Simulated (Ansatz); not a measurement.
input.yaml (Ansatz)

```yaml
crystal:
  lattice:
    - [5.0664215062, 0.0, 0.0]
    - [0.0, 5.0664215062, 0.0]
    - [0.0, 0.0, 5.0664215062]
  atoms:
    - { symbol: Pt, position: [1.0, 1.0, 0.0] }
    - { symbol: Pt, position: [0.5, 0.5, 0.5] }
    - { symbol: Pt, position: [0.25, 1.0, 0.5] }
    - { symbol: Pt, position: [0.75, 1.0, 0.5] }
    - { symbol: Pt, position: [0.5, 0.25, 0.0] }
    - { symbol: Pt, position: [0.5, 0.75, 0.0] }
    - { symbol: Pt, position: [0.0, 0.5, 0.25] }
    - { symbol: Pt, position: [0.0, 0.5, 0.75] }
hamiltonian:
  xc: pbe
  pseudopotentials:
    kind: paw
    azcp:
      Pt: "pseudopotentials/Pt.paw.azcp"
basis:
  ecutwfc: 420
  fft_grid_basis: typed
kpoints:
  mp_grid: { grid: [7, 7, 7], shift: [0, 0, 0] }
magnetization:
  spin_polarized: false
scf:
  occupations: { method: fermi_dirac, width: 0.1 }
```

Terminal output

```
Engine: ansatz 0.2.0, x86_64-unknown-linux-gnu
Pseudopotentials: kind: paw
Pseudopotential: Pt, paw, valence charge 18, recommended cutoff 420 eV (normal) 
Functional definition: PBE
  parameter kappa = 0.804
  parameter beta = 0.06672455060314922
  exchange = pbe_x(kappa = kappa, mu = beta*pi^2/3)
  correlation = pbe_c(beta = beta)
Crystal: 8 atoms, lattice volume = 130.048 Å³
Basis set: ecut = 420 eV, 2517 PW (Γ)
Bands: 87, of which v1, the nominal top of the filled ones, is band 72 counted from 1 (71 counted from 0)
Symmetry: 48 space group operations
Space group: Pm-3n (ITA 223), of the structure as read, at distance tolerance 5.1e-5 Å
k-points: 20 of 343
Non-local potential: Pt, projectors of the file, l = 0: 3, l = 1: 2, l = 2: 2, l = 3: 1
PAW form: soft (Blöchl's): semilocal exchange-correlation on the pseudo side does not see the compensation charge
PAW one-centre angular grid: Pt, 590 points (default); XC on 64 Gauss nodes
Initial density: superposition of atomic densities (neutral atoms: chi_scale 0, normalization atom), corrected by the library's trained network
Initial wavefunctions: pseudopotential atomic-orbital guess
Functional: x = pbe(κ = 0.804, μ = 0.2195149727645171), c = pbe(β = 0.06672455060314922)
SCF iter   1: F=—  HF=-100182.291998 eV  |F-HF|=—  |Δ(HF+E_count)|=         —  Δρ=9.50e-3  dr2=5.55e-2  ethr=1.77e-3  ⟨swp⟩=5.1  Hψ=5720  notcnv=0  defer=64
SCF iter   2: F=—  HF=-100182.294982 eV  |F-HF|=—  |Δ(HF+E_count)|=   2.98e-3  Δρ=4.93e-3  dr2=1.46e-2  ethr=3.85e-5  ⟨swp⟩=2.0  Hψ=2286  notcnv=0  defer=67
SCF iter   3: F=—  HF=-100182.294109 eV  |F-HF|=—  |Δ(HF+E_count)|=   8.73e-4  Δρ=4.80e-4  dr2=2.32e-4  ethr=1.01e-5  ⟨swp⟩=1.1  Hψ=1730  notcnv=0  defer=67
SCF iter   4: F=—  HF=-100182.294104 eV  |F-HF|=—  |Δ(HF+E_count)|=   5.63e-6  Δρ=1.32e-4  dr2=1.95e-5  ethr=1.61e-7  ⟨swp⟩=2.2  Hψ=2575  notcnv=0  defer=67
SCF iter   5: F=—  HF=-100182.294116 eV  |F-HF|=—  |Δ(HF+E_count)|=   1.27e-5  Δρ=2.54e-5  dr2=5.89e-7  ethr=1.35e-8  ⟨swp⟩=2.0  Hψ=2658  notcnv=0  defer=67
SCF iter   6: F=-100182.294116 eV  HF=-100182.294116 eV  |F-HF|=2.97e-9  |Δ(HF+E_count)|=   1.48e-7  Δρ=5.56e-6  dr2=3.05e-8  ethr=6.94e-11  ⟨swp⟩=2.0  Hψ=3285  notcnv=0
SCF 1 converged in 6 iterations: F = -100182.294116 eV  dr2 = 3.05e-8
SCF converged after 6 iterations
Free energy (F): -100182.294116 eV
Harris-Foulkes:  -100182.294116 eV  (|F-HF|=2.97e-9)
Internal energy: -100181.853601 eV  (E = F + TS)
E sigma→0 (E₀):  -100182.073859 eV
Entropy (-TS):   -0.440515 eV (-55.064 meV/atom)
Fermi energy:    21.142526 eV
--- Per-component energies (eV) ---
  E_band       = -1291.555905
  E_kinetic    = 5096.547710
  E_local      = -12592.611368  (includes V_loc(G=0)·N_el)
  E_nonlocal   = 1603.237448
  E_hartree    = 4663.346407
  E_xc         = -2089.921742
  E_vxc        = -2416.774846  (∫ρ·V_xc dr)
  E_paw        = -75633.031360  (= ΣΔE_a)
  E_vpaw       = -2308.646065  (= ΣTr[D̂ρ^β])
  E_aug_tail   = 0.001694  (compensation charges beyond the density's cutoff)
  E_ewald      = -21229.422390
  E_smearing   = -0.440515  (= −TS)
  E_closure    = -0.000000  (closes the sum)
  Σ components = -100182.294116   (vs F -100182.294116, Δ=0.00e0)
```
